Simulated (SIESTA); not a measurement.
Write an ASE script for SIESTA 5.4.2 that does the following.

```
Task                : relaxation of cell and atoms
Functional          : vdW-DF
Potentials or basis : PseudoDojo 0.4 standard (PBE files)
Basis               : DZP (energy shift 0.003 Ry; two zetas on semicore shells)
Grid cutoff         : 800 Ry
Energy shift        : 0.003 Ry
k mesh              : 8 × 8 × 8
Occupations         : fermi-dirac, width 0.05 eV
Spin                : no spin polarisation
force tolerance     : 0.02 eV/Å
```

The structure of Nb lies in Nb.xyz:

```xyz
1
Lattice="-1.6639500000 1.6639500000 1.6639500000 1.6639500000 -1.6639500000 1.6639500000 1.6639500000 1.6639500000 -1.6639500000" Properties=species:S:1:pos:R:3 pbc="T T T"
Nb     0.0000000000      0.0000000000      0.0000000000
```

These files were run (other wordings do the same):

run.py

```python
from ase.io import read
from ase.calculators.siesta import Siesta
from ase.units import Ry, GPa
from ase.optimize import LBFGS
from ase.filters import FrechetCellFilter

atoms = read("Nb.xyz")

fdf = {
    'SCFMustConverge': False,
    'OccupationFunction': 'FD',
    'ElectronicTemperature': '0.05 eV',
    'MaxSCFIterations': '120',
    'SCF.Mixer.Method': 'Pulay',
    'SCF.Mixer.Weight': '0.25',
    'SCF.Mixer.History': '8',
    'SCF.DM.Tolerance': '5.0e-05',
    'SCF.H.Tolerance': '1.0e-03 eV',
    'WriteForces': 'true',
    'Charge.Mulliken': 'end',
    'PAO.Basis': ['Nb.1 5', 'n=4 0 2', '  3.366 0.000', 'n=5 0 2', '  9.354 0.000', 'n=4 1 2', '  3.897 0.000', 'n=5 1 1', '  9.354', 'n=4 2 2', '  7.370 0.000'],
}
calc = Siesta(
    label="Nb",
    command="siesta < PREFIX.fdf > PREFIX.out",
    pseudo_path="pseudos",
    pseudo_qualifier="",
    xc=('VDW', 'DRSLL'),
    basis_set="DZP",
    mesh_cutoff=800 * Ry,
    energy_shift=0.003 * Ry,
    kpts=[8, 8, 8],
    spin="non-polarized",
    fdf_arguments=fdf,
)
atoms.calc = calc

opt = LBFGS(FrechetCellFilter(atoms), trajectory="relax.traj")
converged = opt.run(fmax=0.02, steps=40)
print("converged:", converged)
print("cell (A):", atoms.cell.cellpar().round(5))
print("scaled positions:")
print(atoms.get_scaled_positions().round(6))
print(f"energy = {atoms.get_potential_energy():.6f} eV")
free = atoms.get_potential_energy(force_consistent=True)
print(f"free energy = {free:.6f} eV")
print("forces (eV/A):")
print(atoms.get_forces(apply_constraint=False).round(6))
print("stress (GPa, Voigt order, tension positive):", (atoms.get_stress() / GPa).round(4))
```

Potentials or basis: PseudoDojo 0.4 standard (PBE files), DZP (energy shift 0.003 Ry; two zetas on semicore shells).

Launch:

```console
$ python run.py
```

Results of the run:

```
Relaxed volume                         : 18.83 Å³/atom
Relaxed cell                           : a = 2.903 Å, b = 2.903 Å, c = 2.903 Å, α = 109.47°, β = 109.47°, γ = 109.47°
Space group after relaxing (to 0.05 Å) : Im-3m (No. 229)
Energy gained by relaxing              : 4.5 meV/atom
Ionic steps                            : 3
Pressure after relaxing                : 0.0 GPa
Band gap on the k mesh                 : none (metal or under the smearing width)
```

Caveat: the potentials were made for another functional, which shifts forces and pressure; the basis of atomic orbitals isn't converged, which shifts pressures, moduli and gaps.

Wall time 4.9 min on 1 thread of Intel(R) Xeon(R) Platinum 8175M CPU @ 2.50GHz (Skylake/Cascade Lake), with other jobs on the host, peak memory 0.42 GiB.
